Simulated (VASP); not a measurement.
# W (Im-3m) in VASP: further runs

One crystal, W, is run at these levels: PBE; tasks: relaxation of cell and atoms.

Program: VASP 6.6.1. These are calculated values, not measurements. Logs are shortened: lines on timing, memory, paths and dates and some standing lists are left out, and cuts for length are marked.

## 1. The crystal as given

The structure is cubic, space group Im-3m (No. 229). Conventional cell: a = 3.165 Å, b = 3.165 Å, c = 3.165 Å, α = 90.00°, β = 90.00°, γ = 90.00°. W (site symmetry m-3m) has 8 W at 2.74 Å as nearest neighbours.

## 2. Relaxation of cell and atoms, PBE

INCAR reads:

```
  ALGO = Fast
  EDIFF = 1E-7
  EDIFFG = -0.002
  ENCUT = 250
  GGA = PE
  IBRION = 2
  ISIF = 3
  ISMEAR = 0
  LASPH = True
  LCHARG = False
  LREAL = False
  LWAVE = False
  NELM = 60
  NSW = 80
  PREC = Accurate
  SIGMA = 0.1
```

KPOINTS reads:

```
k-points
0
Gamma
  18 18 18
```

POSCAR reads:

```
W
1.0
   -1.5823450000      1.5823450000      1.5823450000
    1.5823450000     -1.5823450000      1.5823450000
    1.5823450000      1.5823450000     -1.5823450000
W
1
Direct
    0.0000000000      0.0000000000      0.0000000000
```

Potentials or basis: VASP PAW PBE potentials, release 64 (W_sv).

The run is started by

```console
cat potpaw_PBE.64/W_sv/POTCAR > POTCAR
mpirun -np 1 vasp_std > vasp.out
```

OUTCAR:

```text
EDIFF = 1E-7
   EDIFFG = -0.002
   ENCUT = 250
   GGA = PE
   IBRION = 2
   ISIF = 3
   ISMEAR = 0
   LASPH = True
   LREAL = False
   NELM = 60
   NSW = 80
   PREC = Accurate

 ion  position               nearest neighbor table
   1  0.000  0.000  0.000-

  LATTYP: Found a body centered cubic cell.
 ALAT       =     3.1646900000

  Lattice vectors:

 A1 = (  -1.5823450000,   1.5823450000,   1.5823450000)
 A2 = (   1.5823450000,  -1.5823450000,   1.5823450000)
 A3 = (   1.5823450000,   1.5823450000,  -1.5823450000)

Analysis of symmetry for initial positions (statically):
=====================================================================
 Subroutine PRICEL returns:
 Original cell was already a primitive cell.

 Routine SETGRP: Setting up the symmetry group for a
 body centered cubic supercell.

 Subroutine GETGRP returns: Found 48 space group operations
 (whereof 48 operations were pure point group operations)
 out of a pool of 48 trial point group operations.

The static configuration has the point symmetry O_h .

Analysis of symmetry for dynamics (positions and initial velocities):
=====================================================================
 Subroutine PRICEL returns:
 Original cell was already a primitive cell.

 Routine SETGRP: Setting up the symmetry group for a
 body centered cubic supercell.

 Subroutine GETGRP returns: Found 48 space group operations
 (whereof 48 operations were pure point group operations)
 out of a pool of 48 trial point group operations.

The dynamic configuration has the point symmetry O_h .

 Subroutine INISYM returns: Found 48 space group operations
 (whereof 48 operations are pure point group operations),
 and found     1 'primitive' translations

----------------------------------------------------------------------------------------

                                     Primitive cell

  volume of cell :      15.8476

  direct lattice vectors                    reciprocal lattice vectors
    -1.582345000  1.582345000  1.582345000     0.000000000  0.315986716  0.315986716
     1.582345000 -1.582345000  1.582345000     0.315986716  0.000000000  0.315986716
     1.582345000  1.582345000 -1.582345000     0.315986716  0.315986716  0.000000000

  length of vectors
     2.740701935  2.740701935  2.740701935     0.446872699  0.446872699  0.446872699

  position of ions in fractional coordinates (direct lattice)
     0.000000000  0.000000000  0.000000000

  ion indices of the primitive-cell ions
   primitive index   ion index
                 1           1

----------------------------------------------------------------------------------------

 KPOINTS: k-points

Automatic generation of k-mesh.
 Grid dimensions read from file:
 generate k-points for:   18   18   18

 Generating k-lattice:

  Cartesian coordinates                     Fractional coordinates (reciprocal lattice)
     0.000000000  0.017554818  0.017554818     0.055555556  0.000000000  0.000000000
     0.017554818  0.000000000  0.017554818     0.000000000  0.055555556  0.000000000
     0.017554818  0.017554818  0.000000000     0.000000000  0.000000000  0.055555556

  Length of vectors
     0.024826261  0.024826261  0.024826261

  Shift w.r.t. Gamma in fractional coordinates (k-lattice)
     0.000000000  0.000000000  0.000000000

 Subroutine IBZKPT returns following result:
 ===========================================

 Found    195 irreducible k-points:

 Following reciprocal coordinates:
            Coordinates               Weight
  0.000000  0.000000  0.000000      1.000000
  0.055556  0.000000  0.000000     12.000000
  0.111111  0.000000  0.000000     12.000000
  0.166667  0.000000  0.000000     12.000000
  0.222222  0.000000  0.000000     12.000000
  0.277778  0.000000  0.000000     12.000000
[... 16 lines left out ...]
  0.333333  0.111111 -0.000000     48.000000
  0.388889  0.111111  0.000000     48.000000
 [... further k-points ...]
   k-points           NKPTS =    195   k-points in BZ     NKDIM =    195   number of bands    NBANDS=     11
   number of dos      NEDOS =    301   number of ions     NIONS =      1
   total plane-waves  NPLWV =   2744
   dimension x,y,z NGX =    14 NGY =   14 NGZ =   14
   dimension x,y,z NGXF=    28 NGYF=   28 NGZF=   28
   ions per type =               1
   NGX,Y,Z   is equivalent  to a cutoff of   8.49,  8.49,  8.49 a.u.
   NGXF,Y,Z  is equivalent  to a cutoff of  16.98, 16.98, 16.98 a.u.
 SYSTEM =  unknown system
   PREC   = accura    normal or accurate (medium, high low for compatibility)
   ISTART =      0    job   : 0-new  1-cont  2-samecut
   ICHARG =      2    charge: 1-file 2-atom 10-const
   ISPIN  =      1    spin polarized calculation?
   LNONCOLLINEAR =      F non collinear calculations
   LSORBIT =      F    spin-orbit coupling
   LASPH  =      T    aspherical Exc in radial PAW
   ENCUT  =  250.0 eV  18.37 Ry    4.29 a.u.   3.53  3.53  3.53*2*pi/ulx,y,z
   NELM   =     60;   NELMIN=  2; NELMDL= -5     # of ELM steps
   EDIFF  = 0.1E-06   stopping-criterion for ELM
   LREAL  =      F    real-space projection
   EDIFFG = -.2E-02   stopping-criterion for IOM
   NSW    =     80    number of steps for IOM
   IBRION =      2    ionic relax: 0-MD 1-quasi-New 2-CG
   NFREE  =      1    steps in history (QN), initial steepest desc. (CG)
   ISIF   =      3    stress and relaxation
   ISYM   =      2    0-nonsym 1-usesym 2-fastsym
   POTIM  = 0.5000    time-step for ionic-motion
   TEBEG  =    0.0;   TEEND  =   0.0 temperature during run
   PSTRESS=    0.0 pullay stress
   NELECT =      14.0000    total number of electrons
   NUPDOWN=      -1.0000    fix difference up-down
   EMIN   =  10.00;   EMAX   =-10.00  energy-range for DOS
   EFERMI =   0.00;   METHOD = LEGACY
   ISMEAR =     0;   SIGMA  =   0.10  broadening in eV -4-tet -1-fermi 0-gaus
   EFERMI_NEDOS =   21; number of points for ismear=-14 and -15
   IALGO  =     68    algorithm
   IMIX   =      4    mixing-type and parameters
     AMIX     =   0.40;   BMIX     =  1.00
     AMIX_MAG =   1.60;   BMIX_MAG =  1.00
  volume/ion in A,a.u.               =      15.85       106.94
  Fermi-wavevector in a.u.,A,eV,Ry     =   1.570832  2.968442 33.572544  2.467512
  Thomas-Fermi vector in A             =   2.672506
   LORBIT       =      0    0 simple, 1 ext, 2 COOP (PROOUT), +10 PAW based schemes
   GGA     = PE    functional components
   LHFCALC =     F    Hartree Fock is set to
   AEXX    =    0.0000 exact exchange contribution
   IVDW    =     0    specifies the selected vdW correction
   LEPSILON=     F    determine dielectric tensor
   LRPA    =     F    only Hartree local field effects (RPA)
 conjugate gradient relaxation of ions
 non-spin polarized calculation
 RMM-DIIS sequential band-by-band and
 Gauss-broadening in eV      SIGMA  =   0.10
  energy-cutoff  :      250.00
  volume of cell :       15.85
 maximum number of plane-waves:       150
   NGX =  7   NGY =  7   NGZ =  7

--------------------------------------- Ionic step        1  -------------------------------------------

 number of electron      13.9999969 magnetization

 Free energy of the ion-electron system (eV)
  ---------------------------------------------------
  ext. energy  EPLUGINS =         0.00000000
  ---------------------------------------------------
  free energy    TOTEN  =       -12.94588136 eV

  energy without entropy =      -12.94240839  energy(sigma->0) =      -12.94414487

------------------------ aborting loop because EDIFF is reached ----------------------------------------

  FORCE on cell =-STRESS in cart. coord.  units (eV):
  Direction    XX          YY          ZZ          XY          YZ          ZX
  --------------------------------------------------------------------------------------
  -------------------------------------------------------------------------------------
  Total        0.5096325      0.5096325      0.5096325      0.0000000      0.0000000     -0.0000000
  in kB       51.5233567     51.5233567     51.5233567      0.0000000      0.0000000     -0.0000000
  external PRESSURE =      51.5233567 kB  Pullay stress =       0.0000000 kB
[... 90 lines left out ...]
  energy  without entropy=      -12.9464492921  energy(sigma->0) =      -12.94823375

--------------------------------------- Ionic step        4  -------------------------------------------

 number of electron      13.9999968 magnetization

 Free energy of the ion-electron system (eV)
  ---------------------------------------------------
  ext. energy  EPLUGINS =         0.00000000
  ---------------------------------------------------
  free energy    TOTEN  =       -12.95002023 eV

  energy without entropy =      -12.94645367  energy(sigma->0) =      -12.94823695

 E-fermi :  11.2180     XC(G=0): -13.5531

 val. band max:       11.2143063729   @ k =  -0.2778   0.3333   0.2222
 cond. band min:      11.2278125522   @ k =   0.5000   0.5000   0.2222
 fundamental gap:      0.0135061793
 Fermi energy:        11.2180178255

 k-point     1 :       0.0000    0.0000    0.0000
  band No.  band energies     occupation
      1     -62.9385      2.00000
      2     -26.5471      2.00000
      3     -26.5471      2.00000
      4     -26.5471      2.00000
      5       1.6602      2.00000
      6      10.0195      2.00000
      7      10.0195      2.00000
      8      10.0195      2.00000
      9      13.4463      0.00000
     10      13.4464      0.00000
     11      25.7025      0.00000
[... 309 lines left out ...]
 k-point    24 :       0.3889    0.1111    0.0000
  band No.  band energies     occupation
      1     -62.8136      2.00000
      2     -27.6955      2.00000
      3     -26.9788      2.00000
      4     -26.6089      2.00000
      5       5.4707      2.00000
      6       7.8764      2.00000
      7      10.6050      2.00000
      8      13.2125      0.00000
      9      14.5128      0.00000
     10      17.5148      0.00000
     11      21.9147      0.00000

 [... further k-points ...]

------------------------ aborting loop because EDIFF is reached ----------------------------------------

  FORCE on cell =-STRESS in cart. coord.  units (eV):
  Direction    XX          YY          ZZ          XY          YZ          ZX
  --------------------------------------------------------------------------------------
  -------------------------------------------------------------------------------------
  Total        0.0015602      0.0015602      0.0015602      0.0000000     -0.0000000     -0.0000000
  in kB        0.1552026      0.1552026      0.1552026      0.0000000     -0.0000000     -0.0000000
  external PRESSURE =       0.1552026 kB  Pullay stress =       0.0000000 kB
[... 16 lines left out ...]
  FREE ENERGIE OF THE ION-ELECTRON SYSTEM (eV)
  ---------------------------------------------------
  free  energy   TOTEN  =       -12.9500202314 eV

  energy  without entropy=      -12.9464536660  energy(sigma->0) =      -12.94823695

 reached required accuracy - stopping structural energy minimisation
```

It took 16 s on 1 thread of Intel Xeon Platinum 8488C (Sapphire Rapids), shared host; peak memory 0.12 GiB.

The run converged, but some of its settings lie outside the range that counts as converged, so its numbers aren't taken as properties of the crystal.

Results:

| Item | Value |
| --- | --- |
| Free energy | -12.9500 eV |
| Relaxed volume | 16.11 Å³/atom |
| Relaxed cell | a = 2.756 Å, b = 2.756 Å, c = 2.756 Å, α = 109.47°, β = 109.47°, γ = 109.47° |
| Space group after relaxing (to 0.05 Å) | Im-3m (No. 229) |
| Energy gained by relaxing | 4.1 meV/atom |
| Ionic steps | 4 |
| Band gap on the k mesh | none (metal or under the smearing width) |

Caveat: the cutoff is under 1.25 times the usual one of these potentials, so pressure, stress and relaxed cells hold a basis-set (Pulay) error.

## 3. Relaxation of cell and atoms, PBE

This run uses another cell than the first one, of 16.11 Å³/atom, 1.016 times its volume.

INCAR is that of step 2.

KPOINTS is that of step 2.

POSCAR reads:

```
W                                       
1.0
   -1.5909170481      1.5909170481      1.5909170481
    1.5909170481     -1.5909170481      1.5909170481
    1.5909170481      1.5909170481     -1.5909170481
  W             
     1
Direct
     0.0000000000000000    0.0000000000000000    0.0000000000000000
```

Potentials or basis: VASP PAW PBE potentials, release 64 (W_sv).

The run is started by

```console
cat potpaw_PBE.64/W_sv/POTCAR > POTCAR
mpirun -np 1 vasp_std > vasp.out
```

It took 6.8 s on 1 thread of Intel Xeon Platinum 8488C (Sapphire Rapids), shared host; peak memory 0.12 GiB.

These settings aren't checked as converged: the numbers below hold their error.

What came out:

```yaml
Free_energy: -12.9517 eV
Band_gap_on_the_k_mesh: none (metal or under the smearing width)
```

Caveat: the cutoff is under 1.25 times the usual one of these potentials, so pressure, stress and relaxed cells hold a basis-set (Pulay) error; the relaxation stopped at its first step, so nothing moved.
